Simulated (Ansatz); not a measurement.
## An elastic constant from a strain scan in LiCl

Theory: DFT PBE, scalar-relativistic, plane waves, PAW (Ansatz 0.2.0). The runs took a 420 eV cutoff, a Γ-centred 8×8×8 mesh and Gaussian smearing (0.05 eV). No spin polarisation. Energies are free energies at this smearing, counted from the undisturbed cell; pressure is positive in compression.

Zero of the scan (as given, not relaxed at this level; it stands at 0.4 GPa):

```
CELL_PARAMETERS angstrom
0.00000 2.56476 2.56476
2.56476 0.00000 2.56476
2.56476 2.56476 0.00000
ATOMIC_POSITIONS crystal
Li 0.00000 0.00000 0.00000
Cl 0.50000 0.50000 0.50000
```

The cell is strained by ε times the Voigt pattern (0, 0, 0, 0, 1, 0) (xx, yy, zz, yz, xz, xy; engineering shear) with fractional coordinates fixed. The cell holds 2 atoms in V0 = 33.74 Å³. The stress column is τ = (1/V0) dE/dε, got from the stress tensor σ (compression positive) at each point as −det(1 + εP) σ : P(1 + εP)⁻¹, with P the pattern as a tensor.

```
      ε  ΔE (meV/atom)  τ (GPa)
-0.0350          1.655   -0.900
-0.0300          1.216   -0.771
-0.0250          0.844   -0.642
-0.0200          0.540   -0.513
-0.0150          0.304   -0.384
-0.0100          0.135   -0.256
-0.0050          0.034   -0.128
 0.0000          0.000    0.000
 0.0050          0.034    0.128
 0.0100          0.135    0.256
 0.0150          0.304    0.384
 0.0200          0.540    0.513
 0.0250          0.844    0.642
 0.0300          1.216    0.771
 0.0350          1.655    0.900
 0.0400              ?        ?
```

Question: Which combination of elastic constants does this scan measure, and how large is it?

Answer: For small ε, τ = τ0 + Kε with K = pᵀCp, which for this pattern is C44 in the cubic axes. The parabola through τ at ε = -0.0050, 0 and 0.0050 has slope K = 25.6 GPa at zero. The energies per cell, E = NΔE, of the wider pair ε = ±0.0300 give K = 2[E(ε₊)/ε₊ − E(ε₋)/ε₋]/[(ε₊ − ε₋)V0] = 25.7 GPa, in agreement.

Question: Predict the withheld row at ε = 0.0400 from the harmonic law, and compare.

Answer: ΔE = V0(τ0 ε + Kε²/2)/N = 2.158 meV/atom and τ = 1.02 GPa. The calculation gives 2.164 meV/atom and 1.03 GPa, a miss of 0.01 meV/atom at most, so the harmonic law still holds here.